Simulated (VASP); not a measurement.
# Ba (P6/mmm) in VASP: notebook

One crystal, Ba, is run at these levels: PBE; tasks: single point.

All numbers are computed with VASP 6.6.1; they aren't measurements. Logs are shortened: lines on timing, memory, paths and dates and some standing lists are left out, and cuts for length are marked.

## 1. The cell of the first run

The structure is hexagonal, space group P6/mmm (No. 191). The conventional cell has a = 4.527 Å, b = 4.527 Å, c = 3.718 Å, α = 90.00°, β = 90.00°, γ = 120.00°. Ba (site symmetry 6/mmm) has 2 Ba at 3.72 Å as nearest neighbours.

This isn't the form of Ba at room conditions, which is bcc.

## 2. Single point, PBE (strain +0.050 along x and y, -0.050 along z, atoms carried along)

Input file INCAR:

```
  PREC = Accurate
  ENCUT = 520
  EDIFF = 1E-6
  ISMEAR = 0
  SIGMA = 0.15
  LREAL = F
  LASPH = T
  NELM = 80
  ALGO = Fast
  ISIF = 2
  LWAVE = F
  LCHARG = F
  GGA = PE
  NBANDS = 11
```

Input file KPOINTS:

```
regular mesh
0
Gamma
  15 15 12
```

Input file POSCAR:

```
Ba
1.0
    4.5271943828      0.0000000000      0.0000000000
   -2.2635971914      3.9206653434      0.0000000000
    0.0000000000      0.0000000000      3.7177426350
Ba
1
Direct
    0.0000000000      0.0000000000      0.0000000000
```

Potentials or basis: VASP PAW PBE potentials, release 64 (Ba_sv).

Launch:

```
$ cat potpaw_PBE.64/Ba_sv/POTCAR > POTCAR
$ mpirun -np 1 vasp_std > vasp.out
```

OUTCAR:

```text
PREC = Accurate
   ENCUT = 520
   EDIFF = 1E-6
   ISMEAR = 0
   LREAL = F
   LASPH = T
   NELM = 80
   ISIF = 2
   GGA = PE

 ion  position               nearest neighbor table
   1  0.000  0.000  0.000-

  LATTYP: Found a hexagonal cell.
 ALAT       =     4.5271943828
 C/A-ratio  =     0.8212023431

  Lattice vectors:

 A1 = (   4.5271943828,   0.0000000000,   0.0000000000)
 A2 = (  -2.2635971914,   3.9206653434,   0.0000000000)
 A3 = (   0.0000000000,   0.0000000000,   3.7177426350)

Analysis of symmetry for initial positions (statically):
=====================================================================
 Subroutine PRICEL returns:
 Original cell was already a primitive cell.

 Routine SETGRP: Setting up the symmetry group for a
 hexagonal supercell.

 Subroutine GETGRP returns: Found 24 space group operations
 (whereof 24 operations were pure point group operations)
 out of a pool of 24 trial point group operations.

The static configuration has the point symmetry D_6h.

Analysis of symmetry for dynamics (positions and initial velocities):
=====================================================================
 Subroutine PRICEL returns:
 Original cell was already a primitive cell.

 Routine SETGRP: Setting up the symmetry group for a
 hexagonal supercell.

 Subroutine GETGRP returns: Found 24 space group operations
 (whereof 24 operations were pure point group operations)
 out of a pool of 24 trial point group operations.

The dynamic configuration has the point symmetry D_6h.

 Subroutine INISYM returns: Found 24 space group operations
 (whereof 24 operations are pure point group operations),
 and found     1 'primitive' translations

----------------------------------------------------------------------------------------

                                     Primitive cell

  volume of cell :      65.9885

  direct lattice vectors                    reciprocal lattice vectors
     4.527194383  0.000000000  0.000000000     0.220887357  0.127529375  0.000000000
    -2.263597191  3.920665343  0.000000000     0.000000000  0.255058750  0.000000000
     0.000000000  0.000000000  3.717742635     0.000000000  0.000000000  0.268980427

  length of vectors
     4.527194383  4.527194383  3.717742635     0.255058750  0.255058750  0.268980427

  position of ions in fractional coordinates (direct lattice)
     0.000000000  0.000000000  0.000000000

  ion indices of the primitive-cell ions
   primitive index   ion index
                 1           1

----------------------------------------------------------------------------------------

 KPOINTS: regular mesh

Automatic generation of k-mesh.
 Grid dimensions read from file:
 generate k-points for:   15   15   12

 Generating k-lattice:

  Cartesian coordinates                     Fractional coordinates (reciprocal lattice)
     0.014725824  0.008501958  0.000000000     0.066666667  0.000000000  0.000000000
     0.000000000  0.017003917  0.000000000     0.000000000  0.066666667  0.000000000
     0.000000000  0.000000000  0.022415036     0.000000000  0.000000000  0.083333333

  Length of vectors
     0.017003917  0.017003917  0.022415036

  Shift w.r.t. Gamma in fractional coordinates (k-lattice)
     0.000000000  0.000000000  0.000000000

 Subroutine IBZKPT returns following result:
 ===========================================

 Found    189 irreducible k-points:

 Following reciprocal coordinates:
            Coordinates               Weight
  0.000000  0.000000  0.000000      1.000000
  0.066667  0.000000  0.000000      6.000000
  0.133333 -0.000000  0.000000      6.000000
  0.200000 -0.000000  0.000000      6.000000
  0.266667 -0.000000  0.000000      6.000000
  0.333333  0.000000  0.000000      6.000000
[... 16 lines left out ...]
  0.333333  0.200000  0.000000     12.000000
  0.400000  0.200000  0.000000      6.000000
 [... further k-points ...]
   k-points           NKPTS =    189   k-points in BZ     NKDIM =    189   number of bands    NBANDS=     11
   number of dos      NEDOS =    301   number of ions     NIONS =      1
   total plane-waves  NPLWV =  36288
   dimension x,y,z NGX =    36 NGY =   36 NGZ =   28
   dimension x,y,z NGXF=    72 NGYF=   72 NGZF=   56
   ions per type =               1
   NGX,Y,Z   is equivalent  to a cutoff of  13.22, 13.22, 12.52 a.u.
   NGXF,Y,Z  is equivalent  to a cutoff of  26.44, 26.44, 25.04 a.u.
 SYSTEM =  unknown system
   PREC   = accura    normal or accurate (medium, high low for compatibility)
   ISTART =      0    job   : 0-new  1-cont  2-samecut
   ICHARG =      2    charge: 1-file 2-atom 10-const
   ISPIN  =      1    spin polarized calculation?
   LNONCOLLINEAR =      F non collinear calculations
   LSORBIT =      F    spin-orbit coupling
   LASPH  =      T    aspherical Exc in radial PAW
   ENCUT  =  520.0 eV  38.22 Ry    6.18 a.u.   8.42  8.42  6.91*2*pi/ulx,y,z
   NELM   =     80;   NELMIN=  2; NELMDL= -5     # of ELM steps
   EDIFF  = 0.1E-05   stopping-criterion for ELM
   LREAL  =      F    real-space projection
[... 7 lines left out ...]
   TEBEG  =    0.0;   TEEND  =   0.0 temperature during run
   PSTRESS=    0.0 pullay stress
   NELECT =      10.0000    total number of electrons
   NUPDOWN=      -1.0000    fix difference up-down
   EMIN   =  10.00;   EMAX   =-10.00  energy-range for DOS
   EFERMI =   0.00;   METHOD = LEGACY
   ISMEAR =     0;   SIGMA  =   0.15  broadening in eV -4-tet -1-fermi 0-gaus
   EFERMI_NEDOS =   21; number of points for ismear=-14 and -15
   IALGO  =     68    algorithm
   IMIX   =      4    mixing-type and parameters
     AMIX     =   0.40;   BMIX     =  1.00
     AMIX_MAG =   1.60;   BMIX_MAG =  1.00
  volume/ion in A,a.u.               =      65.99       445.31
  Fermi-wavevector in a.u.,A,eV,Ry     =   0.872808  1.649368 10.364836  0.761794
  Thomas-Fermi vector in A             =   1.992110
   LORBIT       =      0    0 simple, 1 ext, 2 COOP (PROOUT), +10 PAW based schemes
   GGA     = PE    functional components
   LHFCALC =     F    Hartree Fock is set to
   AEXX    =    0.0000 exact exchange contribution
   IVDW    =     0    specifies the selected vdW correction
   LEPSILON=     F    determine dielectric tensor
   LRPA    =     F    only Hartree local field effects (RPA)
 non-spin polarized calculation
 RMM-DIIS sequential band-by-band and
 Gauss-broadening in eV      SIGMA  =   0.15
  energy-cutoff  :      520.00
  volume of cell :       65.99
 maximum number of plane-waves:      1808
 NGX is ok and might be reduce to    36
   NGX = 17   NGY = 17   NGZ = 13

 number of electron      10.0000000 magnetization

 number of electron       9.9999999 magnetization

 Free energy of the ion-electron system (eV)
  ---------------------------------------------------
  ext. energy  EPLUGINS =         0.00000000
  ---------------------------------------------------
  free energy    TOTEN  =        -1.66159578 eV

  energy without entropy =       -1.64984169  energy(sigma->0) =       -1.65571874

 E-fermi :   1.5134     XC(G=0):  -7.2426

 val. band max:        1.4818260087   @ k =   0.2000  -0.0000   0.5000
 cond. band min:       1.5189221305   @ k =   0.4000   0.2000   0.2500
 fundamental gap:      0.0370961218
 Fermi energy:         1.5134192309

 k-point     1 :       0.0000    0.0000    0.0000
  band No.  band energies     occupation
      1     -27.7292      2.00000
      2     -12.7255      2.00000
      3     -12.7255      2.00000
      4     -12.3808      2.00000
      5      -1.1475      2.00000
      6       1.5314      0.86527
      7       2.9975      0.00000
      8       2.9975      0.00000
      9       6.3972      0.00000
     10       6.3972      0.00000
     11       7.1167      0.00000

 k-point     2 :       0.0667    0.0000    0.0000
  band No.  band energies     occupation
      1     -27.7283      2.00000
      2     -12.7397      2.00000
      3     -12.7288      2.00000
      4     -12.3797      2.00000
      5      -1.0813      2.00000
      6       1.5511      0.72227
      7       2.8898      0.00000
      8       3.0621      0.00000
      9       6.3085      0.00000
     10       6.3838      0.00000
     11       7.3263      0.00000

 k-point     3 :       0.1333   -0.0000    0.0000
  band No.  band energies     occupation
      1     -27.7256      2.00000
      2     -12.7795      2.00000
      3     -12.7379      2.00000
      4     -12.3764      2.00000
      5      -0.8900      2.00000
      6       1.6059      0.38340
      7       2.6308      0.00000
      8       3.2537      0.00000
      9       6.0862      0.00000
     10       6.3465      0.00000
     11       7.8834      0.00000

 k-point     4 :       0.2000   -0.0000    0.0000
  band No.  band energies     occupation
      1     -27.7216      2.00000
      2     -12.8371      2.00000
      3     -12.7512      2.00000
      4     -12.3715      2.00000
      5      -0.5959      2.00000
      6       1.6785      0.11953
      7       2.3403      0.00000
      8       3.5661      0.00000
      9       5.8114      0.00000
     10       6.2929      0.00000
     11       8.3619      0.00000
[... 239 lines left out ...]
 k-point    22 :       0.2667    0.2000    0.0000
  band No.  band energies     occupation
      1     -27.7083      2.00000
      2     -12.9774      2.00000
      3     -12.8414      2.00000
      4     -12.3553      2.00000
      5       0.6611      2.00000
      6       1.6719      0.13523
      7       1.9272      0.00010
      8       5.0917      0.00000
      9       5.2895      0.00000
     10       5.8874      0.00000
     11       6.3108      0.00000

 k-point    23 :       0.3333    0.2000    0.0000
  band No.  band energies     occupation
      1     -27.7060      2.00000
      2     -12.9951      2.00000
      3     -12.8612      2.00000
      4     -12.3526      2.00000
      5       0.9210      2.00000
      6       1.6579      0.17312
      7       1.9515      0.00004
      8       5.2366      0.00000
      9       5.4087      0.00000
     10       5.8020      0.00000
     11       5.9705      0.00000

 k-point    24 :       0.4000    0.2000    0.0000
  band No.  band energies     occupation
      1     -27.7053      2.00000
      2     -13.0011      2.00000
      3     -12.8684      2.00000
      4     -12.3516      2.00000
      5       1.0036      2.00000
      6       1.6919      0.09252
      7       1.9469      0.00004
      8       5.2196      0.00000
      9       5.4263      0.00000
     10       5.7709      0.00000
     11       5.9855      0.00000

 [... further k-points ...]
[... 5 lines left out ...]
  --------------------------------------------------------------------------------------
  -------------------------------------------------------------------------------------
  Total       -0.7008677     -0.7008677      1.0980167     -0.0000000      0.0000000      0.0000000
  in kB      -17.0168190    -17.0168190     26.6594562     -0.0000000      0.0000000      0.0000000
  external PRESSURE =      -2.4580606 kB  Pullay stress =       0.0000000 kB

 VOLUME and BASIS-vectors are now :
 -----------------------------------------------------------------------------
  energy-cutoff  :      520.00
  volume of cell :       65.99
      direct lattice vectors                 reciprocal lattice vectors
     4.527194383  0.000000000  0.000000000     0.220887357  0.127529375  0.000000000
    -2.263597191  3.920665343  0.000000000     0.000000000  0.255058750  0.000000000
     0.000000000  0.000000000  3.717742635     0.000000000  0.000000000  0.268980427

 POSITION                                       TOTAL-FORCE (eV/Angst)
 -----------------------------------------------------------------------------------
      0.00000      0.00000      0.00000         0.000000      0.000000      0.000000
 -----------------------------------------------------------------------------------
    total drift:                                0.000000      0.000000     -0.000000

  FREE ENERGIE OF THE ION-ELECTRON SYSTEM (eV)
  ---------------------------------------------------
  free  energy   TOTEN  =        -1.6615957841 eV

  energy  without entropy=       -1.6498416859  energy(sigma->0) =       -1.65571874
```

It took 46 s on 1 thread of Intel Xeon 6975P-C (Granite Rapids), shared host; peak memory 0.28 GiB.

Results:

```
Free energy            : -1.6616 eV
Pressure               : -0.2 GPa
Band gap on the k mesh : none (metal or under the smearing width)
```

Levels at points of the mesh, in eV from the Fermi level:
| k point | band 2 | band 3 | band 4 | band 5 | band 6 | band 7 | band 8 | band 9 |
| --- | --- | --- | --- | --- | --- | --- | --- | --- |
| (0.00, 0.00, 0.00) | -14.24 | -14.24 | -13.89 | -2.66 | 0.02 | 1.48 | 1.48 | 4.88 |
| (0.00, 0.00, 0.50) | -15.01 | -14.11 | -14.11 | -0.44 | 0.92 | 1.87 | 1.87 | 2.34 |

Spin-orbit coupling is left out, which matters for the levels of Ba.

(Continued in part 2 of 2.)
